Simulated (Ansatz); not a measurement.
Structure: MgF2 (started from an entry of an open crystallographic database), at its r2SCAN minimum. It is tetragonal, P4_2/mnm (No. 136); conventional cell a = 4.622 Å, c = 3.046 Å, 10.85 Å³ an atom. Mg is surrounded by 6 F at 1.98–1.99 Å; F is surrounded by 3 Mg at 1.98–1.99 Å.

```yaml
crystal:
  lattice:
    - [4.62202, 0.00000, 0.00000]
    - [0.00000, 4.62202, 0.00000]
    - [0.00000, 0.00000, 3.04611]
  atoms:
    - { symbol: Mg, position: [0.00000, 0.00000, 0.00000] }
    - { symbol: Mg, position: [0.50000, 0.50000, 0.50000] }
    - { symbol: F, position: [0.30295, 0.30295, 0.00000] }
    - { symbol: F, position: [0.19705, 0.80295, 0.50000] }
    - { symbol: F, position: [0.69705, 0.69705, 0.00000] }
    - { symbol: F, position: [0.80295, 0.19705, 0.50000] }
```

The questions ask for values computed with the plane-wave code Ansatz on this geometry. Calculated for a static, non-magnetic cell.

(1) What gap does r2SCAN give, and where are the band edges?

(2) Estimate the gap with LDA on 6×6×8.

(3) Estimate the gap with HSE06 on 4×4×6.

(4) What does DDH-PBE0 give for the gap (4×4×6 mesh)?

(5) Estimate the gap with PBE0 on 4×4×6.

(6) Order these levels by the gap that they give, smallest first.
A. PBE
B. DDH-PBE0
C. r2SCAN
D. LDA
E. PBE0
F. r2SCANh
G. HSE06

(7) Relaxed again with PBEsol, is the cell stable at the zone centre, and where do its optical modes lie?

(8) What do these levels agree on?

Answers

(1) With r2SCAN the gap is 8.07 eV and direct, at Γ.

(2) The LDA gap is direct at Γ: 6.81 eV. The gap differs by -1.26 eV from r2SCAN's.

(3) With HSE06 the gap is 9.47 eV and direct, at Γ. The gap differs by +1.40 eV from r2SCAN's.

(4) The DDH-PBE0 gap is direct at Γ: 13.33 eV. The share of exact exchange is 0.496. The gap differs by +5.26 eV from r2SCAN's.

(5) With PBE0 the gap is 10.24 eV and direct, at Γ. The gap differs by +2.17 eV from r2SCAN's.

(6) D (6.81 eV), A (7.16 eV), C (8.07 eV), F (9.16 eV), G (9.47 eV), E (10.24 eV), B (13.33 eV).

(7) All optical modes at Γ are real, from 85 to 500 cm⁻¹ without the longitudinal term; this says nothing of other wave vectors. With the long-range field the highest mode reaches 605 cm⁻¹.

(8) r2SCAN covers 39 % of the step from PBE to HSE06. Among these functionals the gap stays direct.

The meshes of the hybrids are coarse, so their gaps aren't converged to the digits shown.
